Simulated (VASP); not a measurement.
# SiC (Moissanite 3C) (F-43m) in VASP: notebook, part 2 of 2

VASP 6.6.1. The steps go on from the part before.

## (3) Phonons, r2SCAN

This run uses another cell than the first one, of 10.32 Å³/atom, 0.997 times its volume.

POSCAR

```
SiC
1.0
    0.0000000000      2.1770435138      2.1770435138
    2.1770435138      0.0000000000      2.1770435138
    2.1770435138      2.1770435138      0.0000000000
  Si              C
     1     1
Direct
     0.0000000000000000    0.0000000000000000    0.0000000000000000
     0.2500000000000000    0.2500000000000000    0.2500000000000000
```

INCAR.step1

```
  PREC = Accurate
  ENCUT = 600
  EDIFF = 1E-8
  ISMEAR = 0
  SIGMA = 0.03
  LREAL = F
  LASPH = T
  NELM = 80
  ALGO = Normal
  ISIF = 3
  LWAVE = F
  LCHARG = F
  METAGGA = R2SCAN
  LMIXTAU = T
  IBRION = 2
  NSW = 40
  EDIFFG = -0.002
```

INCAR.step2

```
  PREC = Accurate
  ENCUT = 600
  EDIFF = 1E-8
  ISMEAR = 0
  SIGMA = 0.03
  LREAL = F
  LASPH = T
  NELM = 80
  ALGO = Normal
  ISIF = 2
  LWAVE = F
  LCHARG = F
  METAGGA = R2SCAN
  LMIXTAU = T
  IBRION = 6
  NFREE = 2
  POTIM = 0.015
  NSW = 1
```

KPOINTS

```
regular mesh
0
Gamma
  10 10 10
```

Potentials or basis: VASP PAW PBE potentials, release 64 (Si, C).

On the command line:

```bash
> cat potpaw_PBE.64/Si/POTCAR potpaw_PBE.64/C/POTCAR > POTCAR
> cp INCAR.step1 INCAR
> mpirun -np 1 vasp_std > vasp.out
> cp CONTCAR POSCAR
> cp INCAR.step2 INCAR
> mpirun -np 1 vasp_std > vasp.out
```

OUTCAR:

```text
PREC = Accurate
   ENCUT = 600
   EDIFF = 1E-8
   ISMEAR = 0
   LREAL = F
   LASPH = T
   NELM = 80
   ISIF = 2
   METAGGA = R2SCAN
   IBRION = 6
   NFREE = 2
   POTIM = 0.015
   NSW = 1

 ion  position               nearest neighbor table
   1  0.000  0.000  0.000-   2 1.89   2 1.89   2 1.89   2 1.89
   2  0.250  0.250  0.250-   1 1.89   1 1.89   1 1.89   1 1.89

  LATTYP: Found a face centered cubic cell.
 ALAT       =     4.3540870276

  Lattice vectors:

 A1 = (   0.0000000000,   2.1770435138,   2.1770435138)
 A2 = (   2.1770435138,   0.0000000000,   2.1770435138)
 A3 = (   2.1770435138,   2.1770435138,   0.0000000000)

Analysis of symmetry for initial positions (statically):
=====================================================================
 Subroutine PRICEL returns:
 Original cell was already a primitive cell.

 Routine SETGRP: Setting up the symmetry group for a
 face centered cubic supercell.

 Subroutine GETGRP returns: Found 24 space group operations
 (whereof 24 operations were pure point group operations)
 out of a pool of 48 trial point group operations.

The static configuration has the point symmetry T_d .

Analysis of symmetry for dynamics (positions and initial velocities):
=====================================================================
 Subroutine PRICEL returns:
 Original cell was already a primitive cell.

 Routine SETGRP: Setting up the symmetry group for a
 face centered cubic supercell.

 Subroutine GETGRP returns: Found 24 space group operations
 (whereof 24 operations were pure point group operations)
 out of a pool of 48 trial point group operations.

The dynamic configuration has the point symmetry T_d .

 Subroutine INISYM returns: Found 24 space group operations
 (whereof 24 operations are pure point group operations),
 and found     1 'primitive' translations

----------------------------------------------------------------------------------------

                                     Primitive cell

  volume of cell :      20.6363

  direct lattice vectors                    reciprocal lattice vectors
     0.000000000  2.177043514  2.177043514    -0.229669272  0.229669272  0.229669272
     2.177043514  0.000000000  2.177043514     0.229669272 -0.229669272  0.229669272
     2.177043514  2.177043514  0.000000000     0.229669272  0.229669272 -0.229669272

  length of vectors
     3.078804463  3.078804463  3.078804463     0.397798849  0.397798849  0.397798849

  position of ions in fractional coordinates (direct lattice)
     0.000000000  0.000000000  0.000000000
     0.250000000  0.250000000  0.250000000

  ion indices of the primitive-cell ions
   primitive index   ion index
                 1           1
                 2           2

----------------------------------------------------------------------------------------

 KPOINTS: regular mesh

[... 108 lines left out ...]

 number of electron       8.0000000 magnetization

 Free energy of the ion-electron system (eV)
  ---------------------------------------------------
  ext. energy  EPLUGINS =         0.00000000
  ---------------------------------------------------
  free energy    TOTEN  =       -19.32896595 eV

  energy without entropy =      -19.32896595  energy(sigma->0) =      -19.32896595

------------------------ aborting loop because EDIFF is reached ----------------------------------------

  FORCE on cell =-STRESS in cart. coord.  units (eV):
  Direction    XX          YY          ZZ          XY          YZ          ZX
  --------------------------------------------------------------------------------------
  -------------------------------------------------------------------------------------
  Total       -0.0001882     -0.0001882     -0.0001882      0.0000000      0.0000000      0.0000000
  in kB       -0.0146126     -0.0146126     -0.0146126      0.0000000      0.0000000      0.0000000
  external PRESSURE =      -0.0146126 kB  Pullay stress =       0.0000000 kB
[... 131 lines left out ...]
--------------------------------------- Ionic step        5  -------------------------------------------

 number of electron       8.0000000 magnetization

 Free energy of the ion-electron system (eV)
  ---------------------------------------------------
  ext. energy  EPLUGINS =         0.00000000
  ---------------------------------------------------
  free energy    TOTEN  =       -19.32674620 eV

  energy without entropy =      -19.32674620  energy(sigma->0) =      -19.32674620

 E-fermi :   8.3062     XC(G=0): -11.9463

 val. band max:        8.0859647477   @ k =   0.0000   0.0000   0.0000
 cond. band min:       9.7347326149   @ k =   0.5000   0.5000   0.0000
 fundamental gap:      1.6487678672
 Fermi energy:         8.3061608667

 k-point     1 :       0.0000    0.0000    0.0000
  band No.  band energies     occupation
      1      -8.1894      2.00000
      2       7.9352      2.00000
      3       8.0118      2.00000
      4       8.0860      2.00000
      5      14.8781      0.00000
      6      15.8504      0.00000
      7      15.8814      0.00000
      8      15.9142      0.00000
[... 243 lines left out ...]
 k-point    24 :       0.4000    0.3000    0.0000
  band No.  band energies     occupation
      1      -4.9464      2.00000
      2       2.1500      2.00000
      3       4.7617      2.00000
      4       5.2616      2.00000
      5      11.3065      0.00000
      6      14.1857      0.00000
      7      20.5427      0.00000
      8      20.8695      0.00000

 [... further k-points ...]

------------------------ aborting loop because EDIFF is reached ----------------------------------------

  FORCE on cell =-STRESS in cart. coord.  units (eV):
  Direction    XX          YY          ZZ          XY          YZ          ZX
  --------------------------------------------------------------------------------------
  -------------------------------------------------------------------------------------
  Total       -0.0002568      0.0051039      0.0051039      0.0000000      0.1148238      0.0000000
  in kB       -0.0199400      0.3962573      0.3962573      0.0000000      8.9147875      0.0000000
  external PRESSURE =       0.2575249 kB  Pullay stress =       0.0000000 kB
[... 17 lines left out ...]
  FREE ENERGIE OF THE ION-ELECTRON SYSTEM (eV)
  ---------------------------------------------------
  free  energy   TOTEN  =       -19.3267461986 eV

  energy  without entropy=      -19.3267461986  energy(sigma->0) =      -19.32674620

 INTERNAL STRAIN TENSORS FROM DISPLACED ATOMS
 ============================================

 INTERNAL STRAIN TENSOR FOR ION    1 for displacements in x,y,z  (eV/Angst):
          X           Y           Z          XY          YZ          ZX
  --------------------------------------------------------------------------------
  x    -0.00000     0.00000     0.00000     0.00000     7.65700     0.00000
  y     0.00000    -0.00000     0.00000     0.00000     0.00000     7.65700
  z     0.00000     0.00000    -0.00000     7.65700     0.00000     0.00000

 INTERNAL STRAIN TENSOR FOR ION    2 for displacements in x,y,z  (eV/Angst):
          X           Y           Z          XY          YZ          ZX
  --------------------------------------------------------------------------------
  x    -0.00000     0.00000     0.00000     0.00000    -7.65569     0.00000
  y     0.00000     0.00000     0.00000     0.00000     0.00000    -7.65569
  z     0.00000     0.00000    -0.00000    -7.65569     0.00000     0.00000

 Eigenvectors and eigenvalues of the dynamical matrix
 ----------------------------------------------------

   1 f  =   23.944336 THz   150.446698 2PiTHz  798.697069 cm-1    99.025771 meV
             X         Y         Z           dx          dy          dz
      0.000000  0.000000  0.000000     0.000000    0.000000   -0.547323
      1.088522  1.088522  1.088522     0.000000    0.000000    0.836922
[... 21 lines left out ...]
   6 f/i=    0.000158 THz     0.000995 2PiTHz    0.005285 cm-1     0.000655 meV
             X         Y         Z           dx          dy          dz
      0.000000  0.000000  0.000000     0.104975    0.231978   -0.797248
      1.088522  1.088522  1.088522     0.068651    0.151707   -0.521377

 ELASTIC MODULI CONTR FROM IONIC RELAXATION (kBar)
 Direction    XX          YY          ZZ          XY          YZ          ZX
 --------------------------------------------------------------------------------
 XX          -0.0000     -0.0000     -0.0000     -0.0000     -0.0000     -0.0000
 YY          -0.0000     -0.0000     -0.0000     -0.0000     -0.0000      0.0000
 ZZ          -0.0000     -0.0000     -0.0000     -0.0000     -0.0000     -0.0000
 XY          -0.0000     -0.0000     -0.0000   -230.6021     -0.0000     -0.0000
 YZ          -0.0000     -0.0000     -0.0000     -0.0000   -230.6021     -0.0000
 ZX          -0.0000      0.0000     -0.0000     -0.0000     -0.0000   -230.6021
 --------------------------------------------------------------------------------
```

Run time: 10 min. Hardware: 1 thread of Intel Xeon Platinum 8259CL at 2.50GHz (Skylake/Cascade Lake), shared host; peak memory 0.21 GiB.

What came out:

```
Highest phonon frequency at Γ, LO-TO splitting left out : 799 cm⁻¹
```

Phonon frequencies in cm⁻¹ (negative: imaginary):
```
              q point        frequencies
(0.000, 0.000, 0.000)  0 0 0 799 799 799
```

Caveat: the PAW data sets were made with another functional, which shifts forces and pressure a little.

## (4) Against experiment

Step 2. A measured high-frequency dielectric constant of SiC is 6.49 (quoted in “Infrared properties of SiC particles”, 1999, arxiv:astro-ph/9903031); the calculated 7.07 misses it by +8.9 %.
